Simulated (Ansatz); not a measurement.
# Trigonal deformation path in NaH

Theory: Ansatz 0.2.0, DFT LDA, scalar-relativistic, plane waves, PAW. The runs took a 420 eV cutoff, a Γ-centred 12×12×12 mesh and Gaussian smearing (0.05 eV). No spin polarisation. Energies are free energies at this smearing, counted from the undisturbed cell; pressure is positive in compression.

Zero of the scan (as given, not relaxed at this level; it stands at -2.0 GPa; this CsCl-type form isn't the usual structure):

```
Na H
1.0
     2.95512    0.00000    0.00000
     0.00000    2.95512    0.00000
     0.00000    0.00000    2.95512
Na H
1 1
Direct
  0.00000 0.00000 0.00000
  0.50000 0.50000 0.50000
```

At fixed volume and fractional coordinates, lengths along (0.577, 0.577, 0.577) are scaled against those across it; ρ is that ratio over its starting value. At ρ = 2.000 the cell becomes cubic (Fm-3m), and there the slope of the energy vanishes by symmetry.

```csv
ρ,ΔE (meV/atom)
0.500,518.9
0.600,151.2
0.710,22.7
0.850,-3.7
0.930,-1.4
1.000,0.0
1.080,-2.6
1.200,-17.1
1.410,-63.7
1.700,-129.8
2.000,-157.7
```

Q: Predict the pressure (GPa) at each point.

A:
```
    ρ  pressure (GPa)
0.500            17.7
0.600             7.2
0.710             1.5
0.850            -1.4
0.930            -1.9
1.000            -2.0
1.080            -1.9
1.200            -1.5
1.410            -0.8
1.700            -0.2
2.000             0.0
```